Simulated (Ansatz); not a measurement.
# Tl: the cost of one run

Computed with Ansatz 0.2.0 (DFT PBE, scalar-relativistic, plane waves, PAW, unless a step's input says otherwise).

## (1) The system as given

It takes space group R-3m (No. 166, trigonal). Conventional cell: a = 3.562 Å, b = 3.562 Å, c = 24.721 Å, α = 90.00°, β = 90.00°, γ = 120.00°. Around Tl (site symmetry -3m) lie 12 Tl at 3.46 to 3.56 Å. Around Tl (site symmetry 3m) lie 12 Tl at 3.38 to 3.56 Å.

Structure file:

```xyz
3
Lattice="1.7811 1.0283 8.2404 -1.7811 1.0283 8.2404 0.0000 -2.0566 8.2404" Properties=species:S:1:pos:R:3 pbc="T T T"
Tl    0.0000    0.0000    0.0000
Tl    0.0000    0.0000    5.4619
Tl    0.0000    0.0000   19.2593
```

This is candidate A: structure listed in a database for this formula (R-3m, No. 166).

(A quick probe on a coarse mesh, which set the mesh and smearing, is not shown.)

## (3) Relaxing cell and atoms (candidate A)

input.yaml

```yaml
crystal:
  lattice:
    - [1.7810518452, 1.0282907623, 8.2404167867]
    - [-1.7810518452, 1.0282907623, 8.2404167867]
    - [0.0, -2.0565815246, 8.2404167867]
  atoms:
    - { symbol: Tl, position: [0.0, 0.0, 0.0] }
    - { symbol: Tl, position: [0.22094066, 0.22094066, 0.22094066] }
    - { symbol: Tl, position: [0.77905934, 0.77905934, 0.77905934] }
basis:
  ecutwfc: 420
kpoints:
  mp_grid: { grid: [15, 15, 15] }
hamiltonian:
  xc: pbe
scf:
  occupations: { method: gaussian, width: 0.1 }
output:
  forces: true
  stress: true
  eigenvalues: true
relax:
  adjacent_minimum: "off"
  f_tol: 0.01
  max_steps: 80
  cell: { stress_tol: 0.05 }
```

Q: Estimate wall time and peak memory on 1 thread of an Arm CPU, shared host.

About 2.7 min, with a peak of 0.78 GiB.
